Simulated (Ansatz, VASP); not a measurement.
## PbSe in VASP and in Ansatz

File INCAR:

```
SYSTEM = PbSe
ALGO = Fast ; EDIFF = 1E-7
ENCUT = 520 ; GGA = PE
ISIF = 2 ; ISMEAR = 0
LASPH = .TRUE. ; LCHARG = .FALSE.
LREAL = .FALSE. ; LWAVE = .FALSE.
NBANDS = 28 ; NELM = 100
PREC = Accurate ; SIGMA = 0.02
```

KPOINTS

```
k-points
0
G
  8 8 4
  0 0 0
```

POSCAR

```
PbSe
1.0
    2.1320823001     -3.6986445919      0.0000000000
    2.1320823001      3.6986445919      0.0000000000
    0.0000000000      0.0000000000      7.9266649637
Pb Se
2 2
Direct
    0.8331975134      0.1668024866      0.7278594455
    0.1668024866      0.8331975134      0.2278594455
    0.4999401503      0.5000598497      0.0219901382
    0.5000598497      0.4999401503      0.5219901382
```

Input for Ansatz:

```yaml
crystal:
  lattice:
    - [2.1320823001, -3.6986445919, 0.0]
    - [2.1320823001, 3.6986445919, 0.0]
    - [0.0, 0.0, 7.9266649637]
  atoms:
    - { symbol: Pb, position: [0.8331975134, 0.1668024866, 0.7278594455] }
    - { symbol: Pb, position: [0.1668024866, 0.8331975134, 0.2278594455] }
    - { symbol: Se, position: [0.4999401503, 0.5000598497, 0.0219901382] }
    - { symbol: Se, position: [0.5000598497, 0.4999401503, 0.5219901382] }
basis:
  ecutwfc: 420
kpoints:
  mp_grid: { grid: [8, 8, 4] }
  band_path:
    path:
      - [[0.0, 0.0, 0.0], [-0.5, 0.5, 0.0], [-0.66692646, 0.33307354, 0.0]]
      - [[-0.33307354, -0.33307354, 0.0], [0.0, 0.0, 0.0], [0.0, 0.0, -0.5], [-0.33307354, -0.33307354, -0.5]]
      - [[-0.66692646, 0.33307354, -0.5], [-0.5, 0.5, -0.5], [-0.5, 0.5, 0.0]]
      - [[0.0, 0.0, 0.0], [-0.5, 0.0, 0.0], [-0.5, 0.0, -0.5], [0.0, 0.0, -0.5], [-0.5, 0.5, -0.5]]
    npoints: 14
hamiltonian:
  xc: pbe
scf:
  occupations: { method: gaussian, width: 0.02 }
  n_extra_bands: 10
output:
  forces: true
  stress: true
  eigenvalues: true
  populations: true
  dos: { projected: true, de: 0.02, nscf_kmesh: { grid: [12, 12, 6] } }
  bader: true
  write_density: true
  write_potential: true
  elf: true
  volumetric_format: npy
```

The cell was built by a generator and needn't be a form met in nature.

Alike in both runs: task single point; functional PBE; k mesh 8 × 8 × 4; occupations gaussian, width 0.02 eV; no spin polarisation.

```csv
,VASP,Ansatz
version,VASP 6.6.1,Ansatz 0.2.0
potentials or method,"VASP PAW PBE potentials, release 64 (Pb_d, Se)","scalar-relativistic, plane waves, PAW"
plane-wave cutoff (eV),520,420
valence electrons in the cell,40,60
```

|  | VASP | Ansatz | Ansatz less VASP |
| --- | --- | --- | --- |
| gap on the k mesh at the Fermi level (eV) | 0.72 | 0.72 | -0.007 |
| least direct gap on the mesh (eV) | 0.73 | 0.73 | -0.003 |
| pressure (GPa) | 0.0 | 0.0 | +0.01 |
| rms of the force components (eV/Å) | 0.004 | 0.001 | -0.0033 |

Atom by atom the forces differ by 0.004 eV/Å (rms over components). The two sets of potentials don't hold the same shells in valence.

Caveats: spin-orbit coupling is left out, which as a rule narrows the gap of such compounds by several tenths of an eV. A k mesh can miss the band edges.
